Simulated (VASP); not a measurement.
A calculation with VASP 6.6.1 of H (native input, structure from a POSCAR):

INCAR

```
ALGO = Normal ; EDIFF = 1E-6
ENCUT = 520 ; GGA = PE
ISIF = 2 ; ISMEAR = 0
LASPH = True ; LCHARG = True
LELF = True ; LREAL = False
LVHAR = True ; LWAVE = False
NBANDS = 6 ; NELM = 100
PREC = Accurate ; SIGMA = 0.05
```

KPOINTS

```
k-points
0
Gamma
  10 10 26
```

File POSCAR:

```
H
1.0
    2.6496387389      0.0000000000      0.0000000000
    0.0000000000      2.6496387389      0.0000000000
    0.0000000000      0.0000000000      0.9804929200
H
1
Direct
    0.0000000000      0.0000000000      0.5000000000
```

Potentials or basis: VASP PAW PBE potentials, release 64 (H).

Launch:

```bash
$ cat potpaw_PBE.64/H/POTCAR > POTCAR
$ mpirun -np 1 vasp_std > vasp.out
```

Problem. Write the same calculation in another form: ASE script, Cartesian positions.

Solution. As run:

Contents of run.py:

```python
from ase.calculators.vasp import Vasp
from ase.dft.bandgap import bandgap
from ase.io import read

atoms = read('H.xyz')
calc = Vasp(
    directory='calc',
    xc='pbe',
    pp='PBE',
    setups='materialsproject',
    prec='Accurate',
    encut=520,
    ediff=1e-07,
    ismear=0,
    sigma=0.05,
    lreal=False,
    lasph=True,
    nelm=80,
    algo='Normal',
    isif=2,
    lwave=False,
    lcharg=True,
    lelf=True,
    lvhar=True,
    kpts=[10, 10, 26],
    gamma=True,
    nbands=6,
)
atoms.calc = calc

print('energy (eV):', atoms.get_potential_energy())
print('free energy (eV):', atoms.get_potential_energy(force_consistent=True))
print('forces (eV/A):')
print(atoms.get_forces())
print('stress (eV/A^3, Voigt):', atoms.get_stress())
print('Fermi level (eV):', calc.get_fermi_level())
gap, top, bottom = bandgap(calc)
print('band gap (eV):', gap, 'from (spin, k, band)', top, 'to', bottom)
```

Contents of H.xyz:

```xyz
1
Lattice="2.6496387389 0.0000000000 0.0000000000 0.0000000000 2.6496387389 0.0000000000 0.0000000000 0.0000000000 0.9804929200" Properties=species:S:1:pos:R:3 pbc="T T T"
H      0.0000000000      0.0000000000      0.4902464600
```

Potentials or basis: VASP PAW PBE potentials, release 64 (H).

Command:

```console
$ python run.py
```

Both were run:

|  | native input, structure from a POSCAR | ASE script, Cartesian positions |
| --- | --- | --- |
| Pressure | 1.6 GPa | 1.6 GPa |
| Band gap on the k mesh | none (metal or under the smearing width) | none (metal or under the smearing width) |

Keys that steer only the numerical path or the files written may differ.
